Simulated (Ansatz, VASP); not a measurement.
# Cross-check of CuI (Marshite) between VASP and Ansatz, part 2 of 2

Aim: how closely do two programs agree when they are given the same cell, functional and k mesh? The cell is taken from a series of VASP runs on this material, whose earlier steps may have relaxed, scaled or displaced it; both programs get it as it stands.

VASP 6.6.1 and Ansatz 0.2.0.

So far: Starting point; Ansatz: zone-centre phonons, r2SCAN; VASP: zone-centre phonons, r2SCAN; Comparison; Other set-ups.

### 6. VASP: relaxation of cell and atoms, HSE06

Level of this step: HSE06; plane waves and PAW (I, Cu) (VASP).

The relaxed volume is the usual yardstick between codes: its relative difference is about their pressure difference at one cell divided by the bulk modulus. The cell compared in this pair holds 55.72 Å³, against 54.40 Å³ for the pair before.

The run reads the wave functions of an earlier VASP run, which isn't shown here.

The input, INCAR:

```
SYSTEM = CuI
PREC = Accurate
ENCUT = 450
EDIFF = 1E-07
NELM = 100
ISMEAR = 0
SIGMA = 0.03
LREAL = .FALSE.
ALGO = Normal
LHFCALC = .TRUE.
AEXX = 0.25
GGA = PE
HFSCREEN = 0.2
LASPH = .TRUE.
NBANDS = 15
PRECFOCK = Fast
LORBIT = 11
LWAVE = .FALSE.
LCHARG = .FALSE.
KPAR = 4
IBRION = 2
NSW = 50
ISIF = 3
EDIFFG = -0.002
```

The input, POSCAR:

```
CuI
1.0
    0.0000000000      3.0315000000      3.0315000000
    3.0315000000      0.0000000000      3.0315000000
    3.0315000000      3.0315000000      0.0000000000
I Cu
1 1
Direct
    0.0000000000      0.0000000000      0.0000000000
    0.7500000000      0.7500000000      0.7500000000
```

The input, KPOINTS:

```
Automatic mesh
0
Gamma
6 6 6
0 0 0
```

Potentials, in the order of the species: I and Cu (PBE family, release 64).

On the command line:

```bash
$ mpirun -np 4 vasp_std
```

Numbers of over 12 decimals in the logs are rounded to 6 here.

The program printed:

```text
[banner, memory and clock lines left out]
running    4 mpi-ranks, on    1 nodes
[...]
LDA part: xc-table for (Slater+PW92), standard interpolation
 found WAVECAR, reading the header
 POSCAR, INCAR and KPOINTS ok, starting setup
[...]
reading WAVECAR
 the WAVECAR file was read successfully
 initial charge from wavefunction
 entering main loop
       N       E                     dE             d eps       ncg     rms          rms(c)
DAV:   1    -0.656738865185E+01   -0.65674E+01   -0.99279E-01   647   0.370E+01    0.312E+00
DAV:   2    -0.646106090023E+01    0.10633E+00   -0.80174E-01   585   0.339E+01    0.295E+00
DAV:   3    -0.647560076996E+01   -0.14540E-01   -0.45685E-02   733   0.226E+00    0.199E+00
DAV:   4    -0.647412346453E+01    0.14773E-02   -0.87887E-03   599   0.348E+00    0.121E+00
[...]
DAV:  13    -0.647407819911E+01   -0.27500E-06   -0.76272E-08   459   0.197E-03    0.108E-02
DAV:  14    -0.647407835531E+01   -0.15620E-06   -0.47179E-08   415   0.179E-03    0.625E-03
DAV:  15    -0.647407843724E+01   -0.81927E-07   -0.24906E-08   408   0.173E-03
   1 F= -.64740784E+01 E0= -.64740784E+01  d E =-.647408E+01
[...]
N       E                     dE             d eps       ncg     rms          rms(c)
DAV:   1    -0.648565150055E+01   -0.11573E-01   -0.23007E-01   480   0.124E+01    0.806E-01
DAV:   2    -0.647529561566E+01    0.10356E-01   -0.34919E-02   536   0.773E+00    0.188E-01
DAV:   3    -0.647496337634E+01    0.33224E-03   -0.15835E-03   662   0.404E-01    0.114E-01
DAV:   4    -0.647459975792E+01    0.36362E-03   -0.86423E-04   600   0.953E-01    0.779E-02
[...]
DAV:   9    -0.647452301493E+01    0.87210E-06   -0.26134E-07   638   0.980E-03    0.111E-02
DAV:  10    -0.647452277068E+01    0.24426E-06   -0.10648E-07   419   0.405E-03    0.632E-03
DAV:  11    -0.647452273473E+01    0.35950E-07   -0.55006E-08   268   0.251E-03
   2 F= -.64745227E+01 E0= -.64745227E+01  d E =-.444297E-03
 trial-energy change:   -0.000444  1 .order   -0.000413   -0.000849    0.000024
 step:   0.9777(harm=  0.9729)  dis= 0.00000  next Energy=    -6.474523 (dE=-0.445E-03)
 reached required accuracy - stopping structural energy minimisation
```

Parts of OUTCAR (step 6):

```text
  Total       -0.0030117     -0.0030117     -0.0030117     -0.0000000      0.0000000      0.0000000
  in kB       -0.0859244     -0.0859244     -0.0859244     -0.0000000      0.0000000      0.0000000
  external PRESSURE =      -0.0859244 kB  Pullay stress =       0.0000000 kB

 POSITION                                       TOTAL-FORCE (eV/Angst)
 -----------------------------------------------------------------------------------
      0.00000      0.00000      0.00000        -0.000000     -0.000000     -0.000000
      4.55913      4.55913      4.55913         0.000000      0.000000      0.000000
 -----------------------------------------------------------------------------------
    total drift:                               -0.000018     -0.000019     -0.000012

  FREE ENERGIE OF THE ION-ELECTRON SYSTEM (eV)
  ---------------------------------------------------
  free  energy   TOTEN  =        -6.4745227347 eV

  energy  without entropy=       -6.4745227347  energy(sigma->0) =       -6.47452273

 reached required accuracy - stopping structural energy minimisation

[... 3 further parts left out ...]
[key lines of the parts left out:]
E-fermi :   3.5762
```

### 7. Ansatz: relaxation of cell and atoms, HSE06

The same cell, functional, mesh and smearing now go to Ansatz, which takes its cutoff from its data sets.

The cell is taken from a series of VASP runs on this material, whose earlier steps may have relaxed, scaled or displaced it; both programs get it as it stands.

The input, input.yaml:

```yaml
crystal:
  lattice:
    - [0.0, 3.0315, 3.0315]
    - [3.0315, 0.0, 3.0315]
    - [3.0315, 3.0315, 0.0]
  atoms:
    - { symbol: I, position: [0.0, 0.0, 0.0] }
    - { symbol: Cu, position: [0.75, 0.75, 0.75] }
hamiltonian:
  xc: { exchange: pbe, correlation: pbe, exx: { coeff: 0.25, omega: 0.2 } }
  pseudopotentials: { kind: paw }
kpoints:
  mp_grid: { grid: [6, 6, 6] }
scf:
  occupations: { method: gaussian, width: 0.03 }
relax:
  f_tol: 0.01
  max_steps: 60
  cell: { stress_tol: 0.05 }
output:
  forces: true
  stress: true
```

On the command line:

```bash
$ ansatz run input.yaml --threads 4 --pin off --max-ram 9216MiB --backend cpu --events-out ev --progress --plain --runs-dir out
```

The program printed:

```text
[...]
Crystal: 2 atoms, lattice volume = 55.719 Å³
Basis set: ecut = 420 eV, 1067 PW (Γ), exchange–correlation on 60×60×60 points (8 copies of the dense FFT grid, shifted against one another)
Bands: 22, of which v1, the nominal top of the filled ones, is band 18 counted from 1 (17 counted from 0)
Symmetry: 24 space group operations
[...]
k-points: 16 of 216 (time reversal used)
[...]
--- Relaxed structure (3 steps of the walk, 3 accepted, 1 SCFs on fresh bases) ---
  F+E_penalty+E_count = -14142.45522132 eV   max|allowed force component| = 9.541e-18 eV/Å   (the final SCF, on the basis selected at the relaxed cell)
  cell:  # Å, volume = 56.5834 Å³
    - [0, 3.047098, 3.047098]
    - [3.047098, 0, 3.047098]
    - [3.047098, 3.047098, 0]
  atoms:
    - { symbol: I, position: [0, 0, 0] }
    - { symbol: Cu, position: [0.75, 0.75, 0.75] }
[key lines of the parts left out:]
Free energy (F): -14142.455221 eV
Fermi energy:    8.244371 eV
P = ⅓ Tr σ = -0.0020 GPa (-0.020 kbar)
```

Run time: 54 s. Hardware: 4 threads of Arm Neoverse V2, shared host; peak memory 1.9 GiB.

### 8. Side by side

What differs besides the data sets and the points named for the pairs above, as far as they apply: exact exchange at q = 0 is treated differently, which shows on coarse meshes; both relaxations stop at a tolerance, which leaves soft axes loose, and VASP keeps its plane-wave basis; the cutoff is 420 eV in Ansatz and 450 eV in VASP; Ansatz adds a Pulay correction to the stress that steers its cell, VASP none; VASP takes a coarser grid for exact exchange (PRECFOCK = Fast). Total energies have different zeros and are not compared.

Both answers:

```csv
quantity,Ansatz,VASP,difference
volume (Å³),56.58,56.16,+0.76 %
"edge a after relaxation, in the typed setting (Å)",4.309,4.298,+0.25 %
```

The walks stopped with 0.00 GPa left in Ansatz and -0.01 GPa in VASP; each walk ends within a tolerance, so the volume difference is uncertain by about these residues over the bulk modulus, most in soft cells.

### 9. Summary of results

```
r.m.s. difference of the optical zone-centre modes, each program's sorted by frequency (zone-centre phonons, r2SCAN) : 3.8 cm⁻¹
difference in optical mode 1 to 3 (zone-centre phonons, r2SCAN)                                                      : -2.8 %
difference in volume (relaxation of cell and atoms, HSE06)                                                           : 0.76 %
```

In words: The difference in volume is 0.76 % (relaxation of cell and atoms, HSE06), within the 1.2 % picked in this series as the mark of a large difference, as far as the stopping tolerances let one tell. Among the rows given in per cent, the largest difference of the zone-centre phonons, r2SCAN pair is in optical mode 1 to 3, -2.8 %. For zone-centre phonons, r2SCAN, no further run moves any of the tabulated differences by more than a quarter of its size. Such differences can come from data sets, numerical settings and the points named under the comparisons, not from the functional's error against experiment.

[Lines on the potential files, build, host, timing and source positions are cut from VASP's logs without a mark.]

[Logs are printed without paths, hosts, clocks, repeated set-up lines and the standing remarks that a program may print on its own settings, such as how far it seeks lower states.]

[Hosts, paths, dates, database ids (printed as entryN), source tags and the programs' standing remarks are cut or masked in the printed files.]
